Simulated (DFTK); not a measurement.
InP:

```
In P
1.0
     0.00000    2.93050    2.93050
     2.93050    0.00000    2.93050
     2.93050    2.93050    0.00000
In P
1 1
Cartesian
  0.0000 0.0000 0.0000
  4.3957 4.3957 4.3957
```

Base run:

* Program: DFTK 0.8.2
* Functional: PBEsol
* Potentials or basis: dojo.nc.sr.pbesol.v0_4_1.standard.upf (PBEsol)
* Cutoff: 952 eV
* k mesh: 8 × 8 × 8
* Occupations: fermi-dirac, width 0.05 eV
* Spin: no spin polarisation

Its results: band gap on the k mesh 0.61 eV, direct.

Problem. The run is repeated on the same cell with these changes: functional from PBEsol to LDA; potentials or basis from dojo.nc.sr.pbesol.v0_4_1.standard.upf (PBEsol) to cp2k.nc.sr.lda.v0_1.largecore.gth (LDA, GTH, large core); valence electrons from 18 to 8. What comes out?

Solution. Band gap on the k mesh 0.79 eV, direct.

Caveats: spin-orbit coupling is left out, which moves the levels of the heavy elements; this set keeps more shells in the core, which shifts pressures and gaps (some runs).
